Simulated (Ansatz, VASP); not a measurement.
**NaH: VASP beside Ansatz**

The input POSCAR:

```
NaH
1.0
    2.9551240000      0.0000000000      0.0000000000
    0.0000000000      2.9551240000      0.0000000000
    0.0000000000      0.0000000000      2.9551240000
Na H
1 1
Direct
    0.0000000000      0.0296095866      0.0000000000
    0.5000000000      0.5000000000      0.5000000000
```

The input INCAR.step1:

```
SYSTEM = NaH
ALGO = Normal
EDIFF = 1E-4
ENCUT = 520
GGA = PE
ISMEAR = 0
LASPH = .TRUE.
LCHARG = .FALSE.
LREAL = .FALSE.
LWAVE = .TRUE.
NBANDS = 11
NELM = 100
PREC = Accurate
SIGMA = 0.05
```

The input INCAR.step2:

```
SYSTEM = NaH
ALGO = Normal
EDIFF = 1E-6
ENCUT = 520
ISIF = 2
ISMEAR = 0
ISTART = 1
LASPH = .TRUE.
LCHARG = .FALSE.
LMIXTAU = .TRUE.
LREAL = .FALSE.
LWAVE = .FALSE.
METAGGA = R2SCAN
NBANDS = 11
NELM = 100
PREC = Accurate
SIGMA = 0.05
```

KPOINTS

```
k-points
0
G
  10 10 10
  0 0 0
```

Input for Ansatz:

```yaml
crystal:
  lattice:
    - [2.955124, 0.0, 0.0]
    - [0.0, 2.955124, 0.0]
    - [0.0, 0.0, 2.955124]
  atoms:
    - { symbol: Na, position: [0.0, 0.0296095866, 0.0] }
    - { symbol: H, position: [0.5, 0.5, 0.5] }
basis:
  ecutwfc: 500
kpoints:
  mp_grid: { grid: [10, 10, 10] }
hamiltonian:
  xc: r2scan
scf:
  occupations: { method: gaussian, width: 0.05 }
output:
  forces: true
  stress: true
  eigenvalues: true
```

Change from the starting cell: all Na atoms moved +0.087 Å, as atom 1 along Cartesian [0 1 0].

Alike in both runs: task single point; functional r2SCAN; k mesh 10 × 10 × 10; occupations gaussian, width 0.05 eV; no spin polarisation.

|  | VASP | Ansatz |
| --- | --- | --- |
| version | VASP 6.6.1 | Ansatz 0.2.0 |
| potentials or method | VASP PAW PBE potentials, release 64 (Na_pv, H) | scalar-relativistic, plane waves, PAW |
| plane-wave cutoff (eV) | 520 | 500 |
| valence electrons in the cell | 8 | 10 |

|  | VASP | Ansatz | Ansatz less VASP |
| --- | --- | --- | --- |
| gap on the k mesh at the Fermi level (eV) | 1.61 | 1.60 | -0.011 |
| least direct gap on the mesh (eV) | 5.09 | 5.08 | -0.005 |
| pressure (GPa) | -0.7 | -0.5 | +0.25 |
| largest component of the traceless stress (GPa) | 0.08 | 0.02 | -0.062 |
| rms of the force components (eV/Å) | 0.029 | 0.023 | -0.0060 |

Atom by atom the forces differ by 0.006 eV/Å (rms over components). The two sets of potentials don't hold the same shells in valence.

Caveats: the PAW data sets were made with another functional, which shifts forces and pressure a little (VASP). A k mesh can miss the band edges.
